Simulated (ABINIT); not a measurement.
# GaN: band structure with WC

**Experimental background.**

From “Studying electronic properties in GaN without electrical contacts using γ-γ vs e−-γ Perturbed Angular Correlations”, 2019, pmc:6823545, for a bulk crystal of GaN: band gap 3.503 ± 0.005 eV (direct).

Crystal: GaN.

```
Ga N
1.0
     3.18000    0.00000    0.00000
    -1.59000    2.75396    0.00000
     0.00000    0.00000    5.16600
Ga N
2 2
Cartesian
  1.5900 0.9180 2.5830
  0.0000 1.8360 0.0000
  1.5900 0.9180 4.5203
  0.0000 1.8360 1.9373
```

```json
{
 "Program": "ABINIT 10.8.3 (patched build)",
 "Task": "band structure",
 "Functional": "WC",
 "Potentials or basis": "JTH PAW PBE v2.0",
 "Cutoff": "844 eV",
 "k mesh": "10 × 10 × 5",
 "Occupations": "fermi-dirac, width 0.05 eV",
 "Spin": "no spin polarisation",
 "Fine-grid cutoff": "1442.2 eV"
}
```

* Pressure: 1.7 GPa
* Largest force: 0.131 eV/Å
* Band gap on the k mesh: 1.89 eV, direct
* Band gap along the path: 1.89 eV, direct
* Valence electrons inside the program's atomic spheres: Ga 11.20; N 2.55

Forces on the atoms (eV/Å):
```
Ga   0.000  0.000 -0.131
Ga   0.000  0.000 -0.131
N    0.000  0.000  0.131
N    0.000  0.000  0.131
```

Stress tensor (GPa, compression positive):
```
0.99 0.00 0.00
0.00 0.99 0.00
0.00 0.00 3.16
```

Levels at the corners of the path, in eV from the valence-band top:
```
point  band 14  band 15  band 16  band 17  band 18  band 19  band 20  band 21  band 22  band 23
    Γ    -1.07    -1.07    -0.06     0.00     0.00     1.89     4.20     9.13     9.81     9.81
    M    -5.34    -4.32    -2.81    -2.30    -1.00     4.93     5.52     5.95     8.58    10.27
    K    -5.40    -5.40    -3.08    -3.08    -2.75     4.97     7.80     7.80     8.29     9.81
    Γ    -1.07    -1.07    -0.06     0.00     0.00     1.89     4.20     9.13     9.81     9.81
    A    -3.90    -0.55    -0.55    -0.55    -0.55     4.20     4.20     8.42     8.42    10.33
    L    -6.71    -1.98    -1.98    -1.95    -1.95     4.30     4.30     7.73     7.73     9.89
    H    -6.26    -4.28    -4.28    -1.52    -1.52     6.39     6.39     7.19     7.19     9.00
    A    -3.90    -0.55    -0.55    -0.55    -0.55     4.20     4.20     8.42     8.42    10.33
```

Wall time 2.6 min on 1 thread of Arm Neoverse V1, on a shared host, peak memory 0.18 GiB.

Against the measured gap of GaN, 3.503 eV (direct; quoted in “Studying electronic properties in GaN without electrical contacts using γ-γ vs e−-γ Perturbed Angular Correlations”, 2019, pmc:6823545), the calculated 1.89 eV is off by -1.61 eV. Spin-orbit coupling on Ga is left out. The value is that of WC, without temperature or zero-point motion. Semilocal functionals fall short of measured gaps as a rule.

Caveat: the PAW data sets were made with another functional, which shifts forces and pressure a little.
